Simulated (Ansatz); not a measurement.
Crystal: CuO.

```
CELL_PARAMETERS angstrom
4.16094 0.00000 0.00000
0.00000 4.16094 0.00000
0.00000 0.00000 3.88764
ATOMIC_POSITIONS crystal
Cu 0.50000 0.00000 0.50000
Cu 0.00000 0.50000 0.50000
Cu 0.00000 0.00000 0.00000
O 0.00000 0.00000 0.50000
O 0.50000 0.00000 0.00000
O 0.00000 0.50000 0.00000
```

Measurements of this composition are mostly on another form, of space group No. 15.

- Program: Ansatz 0.2.0
- Task: single point
- Functional: PBEsol
- Potentials or basis: Ansatz PAW
- Cutoff: 420 eV (not typed: the program's choice for these potentials)
- k mesh: 7 × 7 × 7
- Occupations: fermi-dirac, width 0.05 eV
- Spin: no spin polarisation

On this cell: pressure -5.5 GPa; largest force under 0.003 eV/Å; band gap on the k mesh none (metal or under the smearing width).

The same run follows on a disturbed copy (atoms moved at random, drawn with an rms of 0.05 Å):

```
Cu O
1.0
     4.16094    0.00000    0.00000
     0.00000    4.16094    0.00000
     0.00000    0.00000    3.88764
Cu O
3 3
Direct
  0.50463 0.00547 0.48906
  0.99872 0.49951 0.49366
  0.01083 0.99558 0.00008
  0.00346 0.99483 0.50227
  0.50448 0.99361 0.99928
  0.00002 0.49581 0.00912
```

What does the disturbed cell give?

The energy (extrapolated to zero smearing) moves by +6.1 meV/atom; pressure -5.1 GPa; largest force 0.717 eV/Å; band gap on the k mesh none (metal or under the smearing width).

Forces on the atoms (eV/Å):
```
Cu   0.018 -0.045  0.506
Cu  -0.009 -0.131  0.704
Cu  -0.174  0.009  0.010
O    0.029  0.098 -0.121
O    0.084  0.070 -0.405
O    0.051  0.000 -0.693
```

Stress tensor (GPa, compression positive):
```
-4.08  0.01  0.00
 0.01 -4.09  0.08
 0.00  0.08 -7.27
```

Caveats: an odd number of electrons without spin polarisation forces a metal; a magnetic or distorted state may lie lower; the run has no spin polarisation, though such a crystal can be magnetic; semilocal functionals often make such compounds metallic where correlation or magnetic order opens a gap, which also shifts bond lengths; the PAW data sets come from PBE, with cores solved anew for the run's functional, which leaves a small shift of forces and pressure.
